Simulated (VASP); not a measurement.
# PbS (Galena) (Fm-3m) in VASP: further runs, part 2 of 2

VASP 6.6.1. The steps go on from the part before.

## 3. Single point, PBEsol

INCAR

```
SYSTEM = PbS
  PREC = Accurate
  ENCUT = 600
  EDIFF = 1E-7
  ISMEAR = 0
  SIGMA = 0.05
  LREAL = .False.
  LASPH = .True.
  NELM = 100
  ALGO = Normal
  ISIF = 2
  LWAVE = .False.
  LCHARG = .False.
  GGA = PS
  ADDGRID = .False.
```

KPOINTS

```
Automatic mesh
0
Gamma
  11 11 11
  0 0 0
```

POSCAR

```
PbS
1.0
    0.0000000000      2.9657500000      2.9657500000
    2.9657500000      0.0000000000      2.9657500000
    2.9657500000      2.9657500000      0.0000000000
Pb S
1 1
Direct
    0.0000000000      0.0000000000      0.0000000000
    0.5000000000      0.5000000000      0.5000000000
```

Potentials or basis: VASP PAW PBE potentials, release 64 (Pb_d, S).

On the command line:

```bash
$ cat potpaw_PBE.64/Pb_d/POTCAR potpaw_PBE.64/S/POTCAR > POTCAR
$ mpirun -np 1 vasp_std > vasp.out
```

OUTCAR:

```text
SYSTEM = PbS
   PREC = Accurate
   ENCUT = 600
   EDIFF = 1E-7
   ISMEAR = 0
   LREAL = .False.
   LASPH = .True.
   NELM = 100
   ISIF = 2
   GGA = PS

 Found     56 irreducible k-points:

 Following reciprocal coordinates:
            Coordinates               Weight
  0.000000  0.000000  0.000000      1.000000
  0.090909  0.000000  0.000000      8.000000
  0.181818  0.000000  0.000000      8.000000
  0.272727  0.000000  0.000000      8.000000
  0.363636  0.000000  0.000000      8.000000
  0.454545  0.000000  0.000000      8.000000
   k-points           NKPTS =     56   k-points in BZ     NKDIM =     56   number of bands    NBANDS=     14
   number of dos      NEDOS =    301   number of ions     NIONS =      2
   total plane-waves  NPLWV =  46656
   dimension x,y,z NGX =    36 NGY =   36 NGZ =   36
   dimension x,y,z NGXF=    72 NGYF=   72 NGZF=   72
   ions per type =               1   1
   NGX,Y,Z   is equivalent  to a cutoff of  14.27, 14.27, 14.27 a.u.
   NGXF,Y,Z  is equivalent  to a cutoff of  28.54, 28.54, 28.54 a.u.
 SYSTEM =  PbS
   PREC   = accura    normal or accurate (medium, high low for compatibility)
   ISTART =      0    job   : 0-new  1-cont  2-samecut
   ICHARG =      2    charge: 1-file 2-atom 10-const
   ISPIN  =      1    spin polarized calculation?
   LNONCOLLINEAR =      F non collinear calculations
   LSORBIT =      F    spin-orbit coupling
   LASPH  =      T    aspherical Exc in radial PAW
   ENCUT  =  600.0 eV  44.10 Ry    6.64 a.u.   8.38  8.38  8.38*2*pi/ulx,y,z
   NELM   =    100;   NELMIN=  2; NELMDL= -5     # of ELM steps
   EDIFF  = 0.1E-06   stopping-criterion for ELM
   LREAL  =      F    real-space projection
   EDIFFG = 0.1E-05   stopping-criterion for IOM
   NSW    =      0    number of steps for IOM
   IBRION =     -1    ionic relax: 0-MD 1-quasi-New 2-CG
   NFREE  =      0    steps in history (QN), initial steepest desc. (CG)
   ISIF   =      2    stress and relaxation
   ISYM   =      2    0-nonsym 1-usesym 2-fastsym
   POTIM  = 0.5000    time-step for ionic-motion
   TEBEG  =    0.0;   TEEND  =   0.0 temperature during run
   PSTRESS=    0.0 pullay stress
   NELECT =      20.0000    total number of electrons
   NUPDOWN=      -1.0000    fix difference up-down
   EMIN   =  10.00;   EMAX   =-10.00  energy-range for DOS
   EFERMI =   0.00;   METHOD = LEGACY
   ISMEAR =     0;   SIGMA  =   0.05  broadening in eV -4-tet -1-fermi 0-gaus
   EFERMI_NEDOS =   21; number of points for ismear=-14 and -15
   IALGO  =     38    algorithm
   IMIX   =      4    mixing-type and parameters
     AMIX     =   0.40;   BMIX     =  1.00
     AMIX_MAG =   1.60;   BMIX_MAG =  1.00
  volume/ion in A,a.u.               =      26.09       176.04
  Fermi-wavevector in a.u.,A,eV,Ry     =   1.189251  2.247359 19.242973  1.414319
  Thomas-Fermi vector in A             =   2.325363
   LORBIT       =      0    0 simple, 1 ext, 2 COOP (PROOUT), +10 PAW based schemes
   GGA     = PS    functional components
   LHFCALC =     F    Hartree Fock is set to
   AEXX    =    0.0000 exact exchange contribution
   IVDW    =     0    specifies the selected vdW correction
   LEPSILON=     F    determine dielectric tensor
   LRPA    =     F    only Hartree local field effects (RPA)
 non-spin polarized calculation
 Gauss-broadening in eV      SIGMA  =   0.05
  energy-cutoff  :      600.00
  volume of cell :       52.17
 maximum number of plane-waves:      1807
 NGX is ok and might be reduce to    36
   NGX = 17   NGY = 17   NGZ = 17

 number of electron      20.0000002 magnetization

 Free energy of the ion-electron system (eV)
  ---------------------------------------------------
  ext. energy  EPLUGINS =         0.00000000
  ---------------------------------------------------
  free energy    TOTEN  =        -9.45554124 eV

  energy without entropy =       -9.45554124  energy(sigma->0) =       -9.45554124

 E-fermi :   5.7919     XC(G=0):  -9.8873

 val. band max:        5.5301050380   @ k =   0.4545   0.0000   0.0000
 cond. band min:       6.1290406996   @ k =   0.4545   0.0000   0.0000
 fundamental gap:      0.5989356616
 Fermi energy:         5.7918728410

 k-point     1 :       0.0000    0.0000    0.0000
  band No.  band energies     occupation
      1     -11.0554      2.00000
      2     -11.0554      2.00000
      3     -11.0554      2.00000
      4     -11.0421      2.00000
      5     -11.0421      2.00000
      6      -7.9153      2.00000
      7      -0.3702      2.00000
      8       3.5176      2.00000
      9       3.5176      2.00000
     10       3.5176      2.00000
     11      10.8480      0.00000
     12      10.8480      0.00000
     13      10.8480      0.00000
     14      12.3320      0.00000

 k-point     2 :       0.0909    0.0000    0.0000
  band No.  band energies     occupation
      1     -11.0550      2.00000
      2     -11.0534      2.00000
      3     -11.0534      2.00000
      4     -11.0429      2.00000
      5     -11.0429      2.00000
      6      -7.8433      2.00000
      7      -0.6229      2.00000
      8       3.5399      2.00000
      9       3.5399      2.00000
     10       3.7075      2.00000
     11      10.0671      0.00000
     12      10.3781      0.00000
     13      10.3781      0.00000
     14      12.2898      0.00000

 k-point     3 :       0.1818    0.0000    0.0000
  band No.  band energies     occupation
      1     -11.0553      2.00000
      2     -11.0553      2.00000
      3     -11.0541      2.00000
      4     -11.0377      2.00000
      5     -11.0377      2.00000
      6      -7.6349      2.00000
      7      -1.2402      2.00000
      8       3.6054      2.00000
      9       3.6054      2.00000
     10       4.1416      2.00000
     11       8.8186      0.00000
     12       9.4969      0.00000
     13       9.4969      0.00000
     14      12.2427      0.00000

 k-point     4 :       0.2727    0.0000    0.0000
  band No.  band energies     occupation
      1     -11.0630      2.00000
      2     -11.0630      2.00000
      3     -11.0532      2.00000
      4     -11.0256      2.00000
      5     -11.0256      2.00000
      6      -7.3173      2.00000
      7      -1.9927      2.00000
      8       3.7069      2.00000
      9       3.7069      2.00000
     10       4.6259      2.00000
     11       7.7010      0.00000
     12       8.6473      0.00000
     13       8.6473      0.00000
     14      12.5149      0.00000

 k-point     5 :       0.3636    0.0000    0.0000
  band No.  band energies     occupation
      1     -11.0707      2.00000
      2     -11.0707      2.00000
      3     -11.0527      2.00000
      4     -11.0139      2.00000
      5     -11.0139      2.00000
      6      -6.9557      2.00000
      7      -2.6941      2.00000
      8       3.8211      2.00000
      9       3.8211      2.00000
     10       5.0838      2.00000
     11       6.8046      0.00000
     12       7.9918      0.00000
     13       7.9918      0.00000
     14      13.1642      0.00000

 k-point     6 :       0.4545    0.0000    0.0000
  band No.  band energies     occupation
      1     -11.0753      2.00000
      2     -11.0753      2.00000
      3     -11.0525      2.00000
      4     -11.0068      2.00000
      5     -11.0068      2.00000
      6      -6.6866      2.00000
      7      -3.1464      2.00000
      8       3.9022      2.00000
      9       3.9022      2.00000
     10       5.5301      2.00000
     11       6.1290      0.00000
     12       7.6297      0.00000
     13       7.6297      0.00000
     14      13.9875      0.00000

 [... further k-points ...]
[... 5 lines left out ...]
  --------------------------------------------------------------------------------------
  -------------------------------------------------------------------------------------
  Total       -0.2727951     -0.2727951     -0.2727951      0.0000000      0.0000000     -0.0000000
  in kB       -8.3774825     -8.3774825     -8.3774825      0.0000000      0.0000000     -0.0000000
  external PRESSURE =      -8.3774825 kB  Pullay stress =       0.0000000 kB

 VOLUME and BASIS-vectors are now :
 -----------------------------------------------------------------------------
  energy-cutoff  :      600.00
  volume of cell :       52.17
      direct lattice vectors                 reciprocal lattice vectors
     0.000000000  2.965750000  2.965750000    -0.168591419  0.168591419  0.168591419
     2.965750000  0.000000000  2.965750000     0.168591419 -0.168591419  0.168591419
     2.965750000  2.965750000  0.000000000     0.168591419  0.168591419 -0.168591419

 POSITION                                       TOTAL-FORCE (eV/Angst)
 -----------------------------------------------------------------------------------
      0.00000      0.00000      0.00000         0.000000     -0.000000      0.000000
      2.96575      2.96575      2.96575        -0.000000      0.000000     -0.000000
 -----------------------------------------------------------------------------------
    total drift:                                0.000000      0.000000      0.000000

  FREE ENERGIE OF THE ION-ELECTRON SYSTEM (eV)
  ---------------------------------------------------
  free  energy   TOTEN  =        -9.4555412377 eV

  energy  without entropy=       -9.4555412377  energy(sigma->0) =       -9.45554124
```

stdout:

```text
POSCAR found type information on POSCAR PbS
 POSCAR found :  2 types and       2 ions
 scaLAPACK will be used
 -----------------------------------------------------------------------------
|                                                                             |
|                                                                             |
|     You enforced a specific xc type in the INCAR file but a different       |
|     I HOPE YOU KNOW WHAT YOU ARE DOING!                                     |
|                                                                             |
 -----------------------------------------------------------------------------

 LDA part: xc-table for (Slater+PW92), standard interpolation
 POSCAR, INCAR and KPOINTS ok, starting setup
 FFT: planning ... GRIDC
 FFT: planning ... GRID_SOFT
 FFT: planning ... GRID
 WAVECAR not read
 entering main loop
```

Run time: 18 s. Hardware: 1 thread of Intel Xeon 6975P-C (Granite Rapids), shared host; peak memory 0.23 GiB.

The run converged, but some of its settings lie outside the range that counts as converged, so its numbers aren't taken as properties of the crystal.

Results:

- Free energy: -9.4555 eV
- Pressure: -0.8 GPa

Caveat: this odd mesh misses L, where the gap lies, so gap, dielectric constants and Born charges aren't listed; the PAW data sets were made with another functional, which shifts forces and pressure a little.

## 4. Single point, PBEsol

Changes to INCAR since step 3:

```diff
@@ -2,3 +2,3 @@
   PREC = Accurate
-  ENCUT = 600
+  ENCUT = 900
   EDIFF = 1E-7
```

KPOINTS

```
Automatic mesh
0
Gamma
  10 10 10
  0 0 0
```

POSCAR is that of step 3.

On the command line:

```bash
$ cat potpaw_PBE.64/Pb_d/POTCAR potpaw_PBE.64/S/POTCAR > POTCAR
$ mpirun -np 1 vasp_std > vasp.out
```

Run time: 30 s. Hardware: 1 thread of Intel Xeon 6975P-C (Granite Rapids), shared host; peak memory 0.3 GiB.

These settings aren't checked as converged: the numbers below hold their error.

What came out:

```
Free energy            : -9.4555 eV
Pressure               : -0.8 GPa
Band gap on the k mesh : 0.25 eV, direct
```

Caveat: the PAW data sets were made with another functional, which shifts forces and pressure a little; spin-orbit coupling is left out, which as a rule narrows the gap of such compounds by several tenths of an eV.

## 5. Single point, PBEsol

Changes to INCAR since step 4:

```diff
@@ -2,3 +2,3 @@
   PREC = Accurate
-  ENCUT = 900
+  ENCUT = 200
   EDIFF = 1E-7
```

KPOINTS

```
Automatic mesh
0
Gamma
  2 2 2
  0 0 0
```

POSCAR is that of step 4.

Potentials or basis: VASP PAW PBE potentials, release 64 (Pb_d, S).

On the command line:

```bash
$ cat potpaw_PBE.64/Pb_d/POTCAR potpaw_PBE.64/S/POTCAR > POTCAR
$ mpirun -np 1 vasp_std > vasp.out
```

OUTCAR:

```text
SYSTEM = PbS
   PREC = Accurate
   ENCUT = 200
   EDIFF = 1E-7
   ISMEAR = 0
   LREAL = .False.
   LASPH = .True.
   NELM = 100
   ISIF = 2
   GGA = PS

 Found      3 irreducible k-points:

 Following reciprocal coordinates:
            Coordinates               Weight
  0.000000  0.000000  0.000000      1.000000
  0.500000  0.000000  0.000000      4.000000
  0.500000  0.500000  0.000000      3.000000
   k-points           NKPTS =      3   k-points in BZ     NKDIM =      3   number of bands    NBANDS=     14
   number of dos      NEDOS =    301   number of ions     NIONS =      2
   total plane-waves  NPLWV =   8000
[... 126 lines left out ...]
  Direction    XX          YY          ZZ          XY          YZ          ZX
  --------------------------------------------------------------------------------------
  -------------------------------------------------------------------------------------
  Total       -2.5452868     -2.5452868     -2.5452868      0.0000000      0.0000000     -0.0000000
  in kB      -78.1652444    -78.1652444    -78.1652444      0.0000000      0.0000000     -0.0000000
  external PRESSURE =     -78.1652444 kB  Pullay stress =       0.0000000 kB

 VOLUME and BASIS-vectors are now :
 -----------------------------------------------------------------------------
  energy-cutoff  :      200.00
  volume of cell :       52.17
      direct lattice vectors                 reciprocal lattice vectors
     0.000000000  2.965750000  2.965750000    -0.168591419  0.168591419  0.168591419
     2.965750000  0.000000000  2.965750000     0.168591419 -0.168591419  0.168591419
     2.965750000  2.965750000  0.000000000     0.168591419  0.168591419 -0.168591419

 POSITION                                       TOTAL-FORCE (eV/Angst)
 -----------------------------------------------------------------------------------
      0.00000      0.00000      0.00000         0.000000     -0.000000      0.000000
      2.96575      2.96575      2.96575        -0.000000      0.000000     -0.000000
 -----------------------------------------------------------------------------------
    total drift:                                0.000000     -0.000000      0.000000

  FREE ENERGIE OF THE ION-ELECTRON SYSTEM (eV)
  ---------------------------------------------------
  free  energy   TOTEN  =        -7.9958715104 eV

  energy  without entropy=       -7.9757952574  energy(sigma->0) =       -7.98583338
```

OSZICAR:

```text
N       E                     dE             d eps       ncg     rms          rms(c)
DAV:   1     0.903615975160E+02    0.90362E+02   -0.64048E+03    92   0.674E+02
DAV:   2    -0.519837926626E+01   -0.95560E+02   -0.94824E+02   108   0.238E+02
DAV:   3    -0.876492515640E+01   -0.35665E+01   -0.35644E+01   108   0.495E+01
[... 11 lines left out ...]
DAV:  15    -0.799587235166E+01    0.23737E-04   -0.47095E-05    84   0.397E-02    0.228E-02
DAV:  16    -0.799587187594E+01    0.47572E-06   -0.33107E-06   102   0.941E-03    0.742E-03
DAV:  17    -0.799587173248E+01    0.14345E-06   -0.11035E-07    50   0.195E-03    0.988E-03
DAV:  18    -0.799587154419E+01    0.18829E-06   -0.18506E-07    50   0.272E-03    0.226E-03
DAV:  19    -0.799587151036E+01    0.33834E-07   -0.43151E-08    42   0.114E-03
   1 F= -.79958715E+01 E0= -.79858334E+01  d E =-.200763E-01
```

Wall time 1.9 s (1 thread of Intel Xeon 6975P-C (Granite Rapids), shared host); peak memory 0.12 GiB.

The run converged, but a check on its numbers failed (symmetry, net force, bounds or a known fault of this set-up), so they aren't taken as properties of the crystal.

Caveat: the k mesh is coarse (spacing up to 0.92 Å⁻¹), so the values aren't converged; the cutoff lies under the usual one of these potentials, so the numbers hold a large basis-set error; the PAW data sets were made with another functional, which shifts forces and pressure a little; spin-orbit coupling is left out, which as a rule narrows the gap of such compounds by several tenths of an eV.

## 6. Single point, PBEsol

Changes to INCAR since step 5:

```diff
@@ -2,3 +2,3 @@
   PREC = Accurate
-  ENCUT = 200
+  ENCUT = 300
   EDIFF = 1E-7
```

KPOINTS is that of step 5.

POSCAR is that of step 5.

Potentials or basis: VASP PAW PBE potentials, release 64 (Pb_d, S).

On the command line:

```bash
$ cat potpaw_PBE.64/Pb_d/POTCAR potpaw_PBE.64/S/POTCAR > POTCAR
$ mpirun -np 1 vasp_std > vasp.out
```

Run time: 2.1 s. Hardware: 1 thread of Intel Xeon 6975P-C (Granite Rapids), shared host; peak memory 0.13 GiB.

The run converged, but some of its settings lie outside the range that counts as converged, so its numbers aren't taken as properties of the crystal.

What came out:

* Free energy: -8.0276 eV
* Pressure: 5.0 GPa
* Band gap on the k mesh: 0.06 eV, direct

Caveat: the k mesh is coarse (spacing up to 0.92 Å⁻¹), so the values aren't converged; the cutoff is under 1.25 times the usual one of these potentials, so pressure, stress and relaxed cells hold a basis-set (Pulay) error; the PAW data sets were made with another functional, which shifts forces and pressure a little; spin-orbit coupling is left out, which as a rule narrows the gap of such compounds by several tenths of an eV.
